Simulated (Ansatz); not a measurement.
Crystal: Zn.

```xyz
1
Lattice="-1.5690 1.5690 1.5690 1.5690 -1.5690 1.5690 1.5690 1.5690 -1.5690" Properties=species:S:1:pos:R:3 pbc="T T T"
Zn    0.0000    0.0000    0.0000
```

This isn't the form of Zn at room conditions, which is hcp.

```yaml
Program: Ansatz 0.2.0
Task: relaxation of cell and atoms
Functional: RPBE
Dispersion: D4
Potentials_or_basis: Ansatz PAW
Cutoff: "420 eV (not typed: the program's choice for these potentials)"
k_mesh: 12 × 12 × 12
Occupations: fermi-dirac, width 0.05 eV
Spin: no spin polarisation
```

At the start: volume 15.45 Å³/atom.

Problem. Where does the relaxation end?

Solution. It ends after 5 steps and the volume is 14.60 Å³/atom (-5.5 %); space group Im-3m (No. 229, to 0.05 Å).

The path:
| step | energy change (eV) | largest force (eV/Å) | volume (Å³) |
| --- | --- | --- | --- |
| 1 | 0.0000 | 0.0000 | 15.45 |
| 2 | -0.0091 | 0.0000 | 14.89 |
| 3 | -0.0106 | 0.0000 | 14.55 |
| 4 | -0.0106 | 0.0000 | 14.60 |
| 5 | -0.0099 | 0.0000 | 14.60 |

Final structure:
```
CELL_PARAMETERS angstrom
-1.53971 1.53971 1.53971
1.53971 -1.53971 1.53971
1.53971 1.53971 -1.53971
ATOMIC_POSITIONS crystal
Zn 0.00000 0.00000 0.00000
```

Caveat: the plane-wave basis is chosen anew once the cell has moved, so the energies of steps on either side of that aren't comparable; pairwise dispersion overbinds metals, which lowers pressure and volume; the PAW data sets come from PBE, with cores solved anew for the run's functional, which leaves a small shift of forces and pressure.
